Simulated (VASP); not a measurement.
Input of a VASP 6.6.1 run:

INCAR

```
SYSTEM = EuO
ALGO     = Fast           ! electronic algorithm
EDIFF    = 1E-6           ! SCF threshold, eV
ENCUT    = 520            ! plane-wave cutoff, eV
GGA      = PE             ! functional
ISIF     = 2              ! what is computed and relaxed
ISMEAR   = 0              ! smearing method
ISPIN    = 2              ! spin polarisation
LASPH    = .True.         ! aspherical terms in the spheres
LCHARG   = .False.        ! write CHGCAR
LDAU     = .True.         ! DFT+U
LDAUJ    = 0 0          
LDAUL    = 3 -1           ! shell
LDAUPRINT= 1            
LDAUTYPE = 2            
LDAUU    = 6 0            ! U, eV
LMAXMIX  = 6              ! l up to which the mixer works
LORBIT   = 11             ! projections on sites
LREAL    = .False.        ! projectors in reciprocal space
LWAVE    = .False.        ! write WAVECAR
MAGMOM   = 7 0            ! initial moments
NELM     = 100            ! most SCF steps
PREC     = Accurate       ! precision mode
SIGMA    = 0.02           ! smearing width, eV
```

The input KPOINTS:

```
k-points
0
Gamma
  12 12 12
  0 0 0
```

File POSCAR:

```
EuO
1.0
    0.0000000000      2.5719500000      2.5719500000
    2.5719500000      0.0000000000      2.5719500000
    2.5719500000      2.5719500000      0.0000000000
Eu O
1 1
Direct
    0.0000000000      0.0000000000      0.0000000000
    0.5000000000      0.5000000000      0.5000000000
```

KPOINTS_OPT

```
path GXWKGLUWLK,UX
20
line-mode
reciprocal
 0.0000000000  0.0000000000  0.0000000000  G
 0.5000000000  0.0000000000  0.5000000000  X

 0.5000000000  0.0000000000  0.5000000000  X
 0.5000000000  0.2500000000  0.7500000000  W

 0.5000000000  0.2500000000  0.7500000000  W
 0.3750000000  0.3750000000  0.7500000000  K

 0.3750000000  0.3750000000  0.7500000000  K
 0.0000000000  0.0000000000  0.0000000000  G

 0.0000000000  0.0000000000  0.0000000000  G
 0.5000000000  0.5000000000  0.5000000000  L

 0.5000000000  0.5000000000  0.5000000000  L
 0.6250000000  0.2500000000  0.6250000000  U

 0.6250000000  0.2500000000  0.6250000000  U
 0.5000000000  0.2500000000  0.7500000000  W

 0.5000000000  0.2500000000  0.7500000000  W
 0.5000000000  0.5000000000  0.5000000000  L

 0.5000000000  0.5000000000  0.5000000000  L
 0.3750000000  0.3750000000  0.7500000000  K

 0.6250000000  0.2500000000  0.6250000000  U
 0.5000000000  0.0000000000  0.5000000000  X
```

Potentials or basis: VASP PAW PBE potentials, release 64 (Eu, O).

Launch:

```sh
$ cat potpaw_PBE.64/Eu/POTCAR potpaw_PBE.64/O/POTCAR > POTCAR
$ mpirun -np 1 vasp_std > vasp.out
```

(1) Predict the pressure.

(2) What does it give for the band gap along the path?

(3) Predict the net moment.

## Answers

(1) 1.5 GPa.

(2) none (metal or under the smearing width).

(3) 7.00 μB per cell.

Caveat: spin-orbit coupling is left out, which moves the levels of the heavy elements; a cell with one magnetic atom can't hold antiferromagnetic order, which such compounds often take.

**The experiment to reproduce.**

A printed reference work, monograph reports, for a bulk crystal of EuO at 300 K: band gap 1.115 eV (optical).

Measured gap of EuO: 1.115 eV (optical; 300 K; a printed reference work, monograph). This calculation gives 0.00 eV (-1.11 eV). So large a miss can be the level of theory's own, or it may mean another phase, state or a wrong row. Spin-orbit coupling on Eu is left out. The value is that of PBE+U, without temperature or zero-point motion. The run's magnetic order (collinear spin, ferromagnetic start) needn't be the measured crystal's.
